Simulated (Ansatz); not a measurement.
# Si2Ni (Fm-3m): equation of state with a fit from a Python script

Where is the equilibrium volume of Si2Ni (Fm-3m), and how stiff is it? The task is an equation of state with a fit, for Si2Ni (Fm-3m).

Computed with Ansatz 0.2.0 through its Python package. Level of theory: DFT PBE, plane waves, PAW.

## (1) The structure

It takes space group Fm-3m (No. 225, cubic). The conventional cell has a = 5.406 Å, b = 5.406 Å, c = 5.406 Å, α = 90.00°, β = 90.00°, γ = 90.00°. Si (site symmetry -43m) is surrounded by 4 Ni at 2.34 Å. Ni (site symmetry m-3m) is surrounded by 8 Si at 2.34 Å.

No structure file is read: the coordinates are typed or built in the script.

## (2) The code

The input, eos.py:

```python
"""Equation of state of Si2Ni."""

import warnings

import ansatz as az
from ase.eos import EquationOfState
from ase.units import GPa
import numpy as np

VECTORS = np.array([
    [0.0, 2.703, 2.703],
    [2.703, 0.0, 2.703],
    [2.703, 2.703, 0.0],
])
SITES = [
    ("Si", (0.25, 0.25, 0.25), 0.0),
    ("Si", (0.75, 0.75, 0.75), 0.0),
    ("Ni", (0.0, 0.0, 0.0), 2.0),
]


def crystal_on(cell):
    crystal = az.Crystal(lattice=az.Lattice.of(cell))
    for symbol, position, moment in SITES:
        crystal = crystal.atom(symbol, position, moment=moment or None)
    return crystal


def main() -> None:
    warnings.simplefilter("ignore", az.DeckWarning)

    # uniform scaling of the cell
    volumes, energies, pressures = [], [], []
    for scale in np.linspace(0.95, 1.07, 5):
        cell = VECTORS * scale ** (1 / 3)
        calculation = (
            crystal_on(cell).calculation()
            .spin("collinear")
            .occupations(az.OccupationsMethod.COLD, width=0.1)
            .basis(21 * az.Ha)
            .kpoints(9, 9, 9)
            .stress()
        )
        rep = calculation.run(threads=1).report
        volumes.append(abs(np.linalg.det(cell)) / len(SITES))
        energies.append(rep["free_energy_ev"] / len(SITES))
        pressures.append(np.trace(rep["stress_gpa"]) / 3)
        print(f"V = {volumes[-1]:8.4f} A^3/atom  F = {energies[-1]:.5f} eV/atom  P = {pressures[-1]:8.3f} GPa")

    eos = EquationOfState(volumes, energies, eos="murnaghan")
    v0, e0, bulk = eos.fit()
    print(f"V0 = {v0:.4f} A^3/atom, E0 = {e0:.5f} eV/atom, B = {bulk / GPa:.1f} GPa")


if __name__ == "__main__":
    main()
```

## (3) What the engine is handed

The package turns the script's settings into the engine's input (first run):

```yaml
crystal:
  lattice:
    - [0.0, 2.6571775884446827, 2.6571775884446827]
    - [2.6571775884446827, 0.0, 2.6571775884446827]
    - [2.6571775884446827, 2.6571775884446827, 0.0]
  atoms:
    - { symbol: Si, position: [0.25, 0.25, 0.25] }
    - { symbol: Si, position: [0.75, 0.75, 0.75] }
    - { symbol: Ni, position: [0.0, 0.0, 0.0], spin: 2.0 }
basis:
  ecutwfc: 571.4391111657479
kpoints:
  mp_grid:
    grid: [9, 9, 9]
magnetization:
  spin_polarized: true
scf:
  occupations:
    method: cold
    width: 0.1
output:
  stress: true
```

## (4) Launch

Command:

```sh
$ python eos.py
```

The program printed:

```text
RunWarning: the starting moments were not kept: the SCF closed with an absolute magnetisation of 3.0e-6 μB, where they sum to 2 μB in size (1 site). That is at most 0.1 of that sum. Measured as dr2_m measures the in/out step, that magnetisation stands 7.1e-12 [...]
V =  12.5075 A^3/atom  F = -2370.76515 eV/atom  P =   12.853 GPa
V =  12.9025 A^3/atom  F = -2370.78980 eV/atom  P =    7.268 GPa
V =  13.2974 A^3/atom  F = -2370.80157 eV/atom  P =    2.389 GPa
V =  13.6924 A^3/atom  F = -2370.80205 eV/atom  P =   -1.901 GPa
V =  14.0874 A^3/atom  F = -2370.79266 eV/atom  P =   -5.619 GPa
V0 = 13.5113 A^3/atom, E0 = -2370.80314 eV/atom, B = 145.3 GPa
```

(Warnings from the package without file and line, shortened, repeats left out.)

Wall time 29 s (1 thread of Arm Neoverse V2, shared host); peak memory 0.45 GiB.

## (5) What changed from run to run

The engine's inputs for some of the other runs:

Run 3, against run 1:

```diff
@@ -3,3 +3,3 @@
-    - [0.0, 2.6571775884446827, 2.6571775884446827]
-    - [2.6571775884446827, 0.0, 2.6571775884446827]
-    - [2.6571775884446827, 2.6571775884446827, 0.0]
+    - [0.0, 2.7119801324142667, 2.7119801324142667]
+    - [2.7119801324142667, 0.0, 2.7119801324142667]
+    - [2.7119801324142667, 2.7119801324142667, 0.0]
```

Run 4, against run 1:

```diff
@@ -3,3 +3,3 @@
-    - [0.0, 2.6571775884446827, 2.6571775884446827]
-    - [2.6571775884446827, 0.0, 2.6571775884446827]
-    - [2.6571775884446827, 2.6571775884446827, 0.0]
+    - [0.0, 2.7385698685259388, 2.7385698685259388]
+    - [2.7385698685259388, 0.0, 2.7385698685259388]
+    - [2.7385698685259388, 2.7385698685259388, 0.0]
```

Run 5, against run 1:

```diff
@@ -3,3 +3,3 @@
-    - [0.0, 2.6571775884446827, 2.6571775884446827]
-    - [2.6571775884446827, 0.0, 2.6571775884446827]
-    - [2.6571775884446827, 2.6571775884446827, 0.0]
+    - [0.0, 2.764653056143422, 2.764653056143422]
+    - [2.764653056143422, 0.0, 2.764653056143422]
+    - [2.764653056143422, 2.764653056143422, 0.0]
```

Lines on the test bed's own set-up are left out of the output.

## (6) Run by run

From the records of these 5 runs:

| run | volume (Å³/atom) | energy from run 4 (meV/atom) | pressure (GPa) | SCF cycles | CPU time (s) |
| --- | --- | --- | --- | --- | --- |
| 1 | 12.507 | 36.90 | 12.85 | 13 | 5 |
| 2 | 12.902 | 12.25 | 7.27 | 13 | 5.6 |
| 3 | 13.297 | 0.48 | 2.39 | 13 | 5.7 |
| 4 | 13.692 | 0.00 | -1.90 | 13 | 5.7 |
| 5 | 14.087 | 9.39 | -5.62 | 12 | 6 |

Energies are free energies F = E - TS of the smeared occupations. 

## (7) What came out

```
                      quantity           value
                 runs compared               5
               range of energy  36.90 meV/atom
lowest point, volume (Å³/atom)          13.692
      equilibrium volume (fit)   13.51 Å³/atom
            bulk modulus (fit)         145 GPa
```

**Reading.** A third-order Birch-Murnaghan fit through the 5 points (the script's own form differs a little) has its minimum at 13.51 Å³ an atom, 2.6 % above the typed cell, with a bulk modulus of 145 GPa and dB/dP = 3.5. From that minimum the energy rises by 38.0 meV an atom on the compressed side and 10.5 meV on the expanded side. Reading the output:
- The SCF didn't keep the moments it started from (some shrank, vanished or turned); what is printed is the state reached.
- For a metal this k-point mesh is coarse: on a finer one energies can move by several to tens of meV an atom and pressures by half a GPa or more, differences at one mesh by less.
- Pressure is positive in compression.
- No functional is typed, so the default, PBE, holds. The starting moments were not kept in at least one run, so it stands on a weaker or other magnetic state than the one typed.
